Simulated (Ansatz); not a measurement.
# Ag (Fm-3m) in Ansatz: convergence with dr2 threshold

Aim: find how far dr2 threshold must go before the results for Ag settle, at LDA. This setting moves, with any that are tied to it; all else stays.

Everything below comes from runs of Ansatz 0.2.0. Logs are shortened: lines on timing, memory, paths and dates and some standing lists are left out, and cuts for length are marked.

## 1. The crystal as given

Symmetry: Fm-3m, No. 225, cubic system. The conventional cell has a = 4.085 Å, b = 4.085 Å, c = 4.085 Å, α = 90.00°, β = 90.00°, γ = 90.00°. Ag (site symmetry m-3m) is surrounded by 12 Ag at 2.89 Å.

## 2. With dr2 threshold 0.001

Contents of input.yaml:

```yaml
crystal:
  lattice:
    - [0.0, 2.04275, 2.04275]
    - [2.04275, 0.0, 2.04275]
    - [2.04275, 2.04275, 0.0]
  atoms:
    - { symbol: Ag, position: [0.0, 0.0, 0.0] }
kpoints:
  mp_grid: { grid: [11, 11, 11] }
scf:
  occupations: { method: fermi_dirac, width: 0.05 }
  convergence: { dr2_threshold: 0.001 }
hamiltonian:
  xc: lda
  pseudopotentials: { kind: all_electron, lapw: { basis_error: 0.001 } }
output:
  forces: true
  stress: true
  eigenvalues: true
```

Potentials or basis: all-electron LAPW, scalar-relativistic.

Command:

```console
ansatz run input.yaml --threads 1 --pin off --max-ram 3072MiB --backend cpu --events-out ev --progress --plain --runs-dir out
```

Wall time 6.6 s (1 thread of Intel Xeon Platinum 8259CL at 2.50GHz (Skylake/Cascade Lake), shared host); peak memory 0.29 GiB.

Results:

| Property | Result |
| --- | --- |
| Free energy | -144524.0238 eV |
| Pressure | -7.6 GPa |
| Band gap on the k mesh | none (metal or under the smearing width) |

## 3. With dr2 threshold 0.0001

input.yaml: that of step 2 with these lines changed.

```diff
@@ -11,3 +11,3 @@
   occupations: { method: fermi_dirac, width: 0.05 }
-  convergence: { dr2_threshold: 0.001 }
+  convergence: { dr2_threshold: 0.0001 }
 hamiltonian:
```

Potentials or basis: all-electron LAPW, scalar-relativistic.

Command:

```console
ansatz run input.yaml --threads 1 --pin off --max-ram 3072MiB --backend cpu --events-out ev --progress --plain --runs-dir out
```

Wall time 4.4 s (1 thread of Intel Xeon Platinum 8259CL at 2.50GHz (Skylake/Cascade Lake), shared host); peak memory 0.29 GiB.

What came out:

| Quantity | Value |
| --- | --- |
| Free energy | -144524.0238 eV |
| Pressure | -7.6 GPa |
| Band gap on the k mesh | none (metal or under the smearing width) |

## 4. With dr2 threshold 1e-05

input.yaml: that of step 3 with these lines changed.

```diff
@@ -11,3 +11,3 @@
   occupations: { method: fermi_dirac, width: 0.05 }
-  convergence: { dr2_threshold: 0.0001 }
+  convergence: { dr2_threshold: 1.0e-05 }
 hamiltonian:
```

Command:

```console
ansatz run input.yaml --threads 1 --pin off --max-ram 3072MiB --backend cpu --events-out ev --progress --plain --runs-dir out
```

Run time: 4.5 s. Hardware: 1 thread of Intel Xeon Platinum 8259CL at 2.50GHz (Skylake/Cascade Lake), shared host; peak memory 0.3 GiB.

Results:

* Free energy: -144524.0238 eV
* Pressure: -7.6 GPa
* Band gap on the k mesh: none (metal or under the smearing width)

## 5. With dr2 threshold 1e-06

input.yaml: that of step 4 with these lines changed.

```diff
@@ -11,3 +11,3 @@
   occupations: { method: fermi_dirac, width: 0.05 }
-  convergence: { dr2_threshold: 1.0e-05 }
+  convergence: { dr2_threshold: 1.0e-06 }
 hamiltonian:
```

Command:

```console
ansatz run input.yaml --threads 1 --pin off --max-ram 3072MiB --backend cpu --events-out ev --progress --plain --runs-dir out
```

It took 4.6 s on 1 thread of Intel Xeon Platinum 8259CL at 2.50GHz (Skylake/Cascade Lake), shared host; peak memory 0.3 GiB.

Results:

- Free energy: -144524.0238 eV
- Pressure: -7.6 GPa
- Band gap on the k mesh: none (metal or under the smearing width)

## 6. With dr2 threshold 1e-07

input.yaml: that of step 5 with these lines changed.

```diff
@@ -11,3 +11,3 @@
   occupations: { method: fermi_dirac, width: 0.05 }
-  convergence: { dr2_threshold: 1.0e-06 }
+  convergence: { dr2_threshold: 1.0e-07 }
 hamiltonian:
```

Potentials or basis: all-electron LAPW, scalar-relativistic.

Command:

```console
ansatz run input.yaml --threads 1 --pin off --max-ram 3072MiB --backend cpu --events-out ev --progress --plain --runs-dir out
```

Run time: 4.5 s. Hardware: 1 thread of Intel Xeon Platinum 8259CL at 2.50GHz (Skylake/Cascade Lake), shared host; peak memory 0.29 GiB.

What came out:

* Free energy: -144524.0238 eV
* Pressure: -7.6 GPa
* Band gap on the k mesh: none (metal or under the smearing width)

## 7. With dr2 threshold 1e-08

input.yaml: that of step 6 with these lines changed.

```diff
@@ -11,3 +11,3 @@
   occupations: { method: fermi_dirac, width: 0.05 }
-  convergence: { dr2_threshold: 1.0e-07 }
+  convergence: { dr2_threshold: 1.0e-08 }
 hamiltonian:
```

Command:

```console
ansatz run input.yaml --threads 1 --pin off --max-ram 3072MiB --backend cpu --events-out ev --progress --plain --runs-dir out
```

It took 4.8 s on 1 thread of Intel Xeon Platinum 8259CL at 2.50GHz (Skylake/Cascade Lake), shared host; peak memory 0.29 GiB.

The run converged. Its results:

```yaml
Free_energy: -144524.0238 eV
Pressure: -7.6 GPa
Band_gap_on_the_k_mesh: none (metal or under the smearing width)
```

## 8. With dr2 threshold 1e-10

input.yaml: that of step 7 with these lines changed.

```diff
@@ -11,3 +11,3 @@
   occupations: { method: fermi_dirac, width: 0.05 }
-  convergence: { dr2_threshold: 1.0e-08 }
+  convergence: { dr2_threshold: 1.0e-10 }
 hamiltonian:
```

Potentials or basis: all-electron LAPW, scalar-relativistic.

Command:

```console
ansatz run input.yaml --threads 1 --pin off --max-ram 3072MiB --backend cpu --events-out ev --progress --plain --runs-dir out
```

Log:

```text
Warning: RAYON_NUM_THREADS=1 ignored (pool sized by the plan → 1); use --threads N
LAPW: plane waves up to 7.942 Å⁻¹, error target 1.0e-3 eV per atom; small_component_spin mean_spin; Ag in spheres of 1.444 Å, 19 of its electrons in bands, Dirac shells [] (how accurate: hamiltonian.pseudopotentials.lapw.basis_error, Limitations)
Engine: ansatz 0.2.0, x86_64-unknown-linux-gnu
Pseudopotentials: kind: all_electron
Pseudopotential: Ag, LAPW, valence charge 19, lapw/all_electron/scalar/gaussian/Ag, Koelling and Harmon's equation, gaussian nucleus
Functional definition: SPW92
  exchange = slater_x
  correlation = pw_c
Crystal: 1 atoms, lattice volume = 17.048 Å³
Basis set: ecut = 240.30699240514 eV, 137 PW (Γ), exchange–correlation at level 2
Bands: 14, of which v1, the nominal top of the filled ones, is band 10 counted from 1 (9 counted from 0)
Symmetry: 48 space group operations
Space group: Fm-3m (ITA 225), of the structure as read, at distance tolerance 2.6e-5 Å
k-points: 56 of 1331
Non-local potential: Ag, projectors of the file, none
Initial density: superposition of atomic densities (chi_scale 0.1, normalization cell)
Initial wavefunctions: plane waves of lowest kinetic energy (no species holds an atomic orbital)
Functional: x = slater, c = lda
iter 1 solved again at ethr=2.26e-4 eV; its pass at ethr=1.00e-1 eV (dr2=4.29e-2 eV) is discarded
SCF iter   1: F=—  HF=-144524.326703 eV  |F-HF|=—  |Δ(HF+E_count)|=         —  Δρ=2.08e-2  dr2=4.33e-2  ethr=2.26e-4  ⟨swp⟩=3.0  Hψ=5798  notcnv=0
preconditioner: auto → none  [insulator: Δε(μ)=0.140 eV  Ē_g=15.551 eV  σ=0.050 eV  W_gap=0.59  n_scr=8 (ndim 8)  ℏωp=29.8 eV  f_vac=0.000  D(μ)=0.29/eV (n_scr^D=0)  ε∞_Penn≈4.7]
iter 2 solved again at ethr=2.35e-6 eV; its pass at ethr=2.26e-4 eV (dr2=4.47e-4 eV) is discarded
SCF iter   2: F=—  HF=-144524.101967 eV  |F-HF|=—  |Δ(HF+E_count)|=   2.25e-1  Δρ=1.76e-3  dr2=4.48e-4  ethr=2.35e-6  ⟨swp⟩=2.2  Hψ=4060  notcnv=0
SCF iter   3: F=—  HF=-144524.026410 eV  |F-HF|=—  |Δ(HF+E_count)|=   7.56e-2  Δρ=3.12e-3  dr2=8.89e-4  ethr=2.35e-6  ⟨swp⟩=3.0  Hψ=2578  notcnv=0
SCF iter   4: F=—  HF=-144524.023790 eV  |F-HF|=—  |Δ(HF+E_count)|=   2.62e-3  Δρ=4.78e-4  dr2=1.95e-5  ethr=2.35e-6  ⟨swp⟩=2.0  Hψ=2110  notcnv=0
SCF iter   5: F=—  HF=-144524.023766 eV  |F-HF|=—  |Δ(HF+E_count)|=   2.40e-5  Δρ=2.58e-5  dr2=1.16e-7  ethr=1.02e-7  ⟨swp⟩=2.0  Hψ=2110  notcnv=0
SCF iter   6: F=—  HF=-144524.023765 eV  |F-HF|=—  |Δ(HF+E_count)|=   7.11e-7  Δρ=3.05e-6  dr2=9.46e-10  ethr=6.10e-10  ⟨swp⟩=2.4  Hψ=2138  notcnv=0
SCF iter   7: F=-144524.023765 eV  HF=-144524.023765 eV  |F-HF|=5.82e-11  |Δ(HF+E_count)|=   1.22e-9  Δρ=1.63e-7  dr2=2.25e-12  ethr=4.98e-12  ⟨swp⟩=2.6  Hψ=2184  notcnv=0
SCF 1 converged in 7 iterations: F = -144524.023765 eV  dr2 = 2.25e-12
SCF converged after 7 iterations
Free energy (F): -144524.023765 eV
Harris-Foulkes:  -144524.023765 eV  (|F-HF|=5.82e-11)
Internal energy: -144524.020962 eV  (E = F + TS)
E sigma→0 (E₀):  -144524.022364 eV
Entropy (-TS):   -0.002803 eV (-2.803 meV/atom)
Fermi energy:    18.600463 eV
--- Per-component energies (eV) ---
  E_band       = -212.790555
  E_kinetic    = 151065.868210
  E_xc         = -3932.230654
  E_electrostatic = -291657.658519  (all electrons and nuclei)
  E_smearing   = -0.002803  (= −TS)
  E_closure    = 0.000000  (closes the sum)
  E_atoms      = -144520.248869  (free atoms, spherical and without spin; not in F)
  Σ components = -144524.023765   (vs F -144524.023765, Δ=0.00e0)
  Basis errors (estimates in eV, not in F): energy 1.8e-4 per atom: plane waves 1.7e-4 (1.2e-4 summed), levels above the bands 1.3e-148, relativity 1.6e-9, radial functions 9.3e-6, core shells 4.9e-7; eigenvalues (radial functions only) 9.2e-7; not estimated: angular momenta, meshes, grids; target (lapw.basis_error) 1.0e-3; muffin-tin radii Ag 1.444 Å
--- Forces (eV/Å), atoms counted from 1 ---
  atom   1  Ag     0.00000000    -0.00000000    -0.00000000
  max |Σ_I F_I| component: 2.63e-31 eV/Å
--- Stress (GPa, compression-positive) ---
       -7.589012       0.000000       0.000000
        0.000000      -7.589012      -0.000000
        0.000000      -0.000000      -7.589012
  P = ⅓ Tr σ = -7.5890 GPa (-75.890 kbar)
--- Band table (eV; the first three rows and the last of 56) ---
  k-point 0: bands = ["-73.3386", "-36.7988", "-36.7988", "-36.7988", "10.5271", "13.6341", "13.6341", "13.6341", "14.6925", "14.6925", "34.2831", "37.7785", "37.7785", "37.7785"]
  k-point 1: bands = ["-73.3372", "-36.8121", "-36.8008", "-36.8008", "10.7834", "13.5777", "13.7036", "13.7036", "14.6678", "14.6678", "34.2601", "36.0637", "37.8905", "37.8905"]
  k-point 2: bands = ["-73.3335", "-36.8477", "-36.8062", "-36.8062", "11.4562", "13.5343", "13.8286", "13.8286", "14.6767", "14.6767", "32.0666", "35.1611", "38.0457", "38.0457"]
  k-point 55: bands = ["-73.3154", "-36.9152", "-36.9062", "-36.8601", "12.7438", "13.1506", "13.5758", "14.7106", "15.6484", "23.6763", "23.8835", "25.6185", "27.5856", "39.3878"]
```

Run time: 4.9 s. Hardware: 1 thread of Intel Xeon Platinum 8259CL at 2.50GHz (Skylake/Cascade Lake), shared host; peak memory 0.3 GiB.

Results:

```yaml
Free_energy: -144524.0238 eV
Pressure: -7.6 GPa
Band_gap_on_the_k_mesh: none (metal or under the smearing width)
```

## 9. Summary

| dr2 threshold | energy less the tightest run, at zero smearing (meV/atom) | SCF cycles | CPU time (s) | peak memory (GiB) |
| --- | --- | --- | --- | --- |
| 0.001 | 0.00 | 5 | 4.7 | 0.29 |
| 0.0001 | 0.00 | 5 | 4.4 | 0.29 |
| 1e-05 | 0.00 | 5 | 4.5 | 0.3 |
| 1e-06 | 0.00 | 6 | 4.6 | 0.3 |
| 1e-07 | 0.00 | 6 | 4.5 | 0.29 |
| 1e-08 | 0.00 | 6 | 4.8 | 0.29 |
| 1e-10 | 0.00 | 7 | 4.9 | 0.3 |

Against the tightest run, the energy stays within 1 meV/atom from 0.001 on. The tightest run that finished is the yardstick and may itself not be fully converged.
